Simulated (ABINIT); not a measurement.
A run of ABINIT 10.8.3 (patched build):

File run.abi:

```
# Pseudopotentials
pp_dirpath "./"
pseudos "Pt.GGA_PBE-JTH.xml"

# Structure
acell 5.1853131122 5.1853131122 5.1853131122
rprim
    -0.5773502692     0.5773502692     0.5773502692
     0.5773502692    -0.5773502692     0.5773502692
     0.5773502692     0.5773502692    -0.5773502692
ntypat 1
znucl 78
natom 1
typat 1
xred
     0.0000000000     0.0000000000     0.0000000000

# Plane-wave basis
ecut 16.0
pawecutdg 32.0
pawxcdev 0

# k points
kptopt 1
ngkpt 12 12 12
nshiftk 1
shiftk 0.0 0.0 0.0

# Exchange and correlation
ixc 11

# Bands and occupations
nband 9
occopt 6
tsmear 0.00367493

# SCF cycle
nstep 100
tolvrs 1.0e-9

# Output
iomode 3
prtwf 0
prteig 0
prtebands 0
enunit 1
prtden 1
prtvha 1
prtvclmb 1
prtpot 1
```

Potentials or basis: JTH PAW PBE v2.0.

The run is started by

```console
$ abinit run.abi > log 2>&1
```

Hardware: 1 thread of Arm Neoverse V2, with other jobs on the host.

Problem. Estimate the wall time of this run.

Solution. It took 19 s on 1 thread of Arm Neoverse V2, with other jobs on the host, peak memory 0.09 GiB. Counts: scf iterations 39, mpi ranks 1, k points 72, bands 9, plane waves 341.
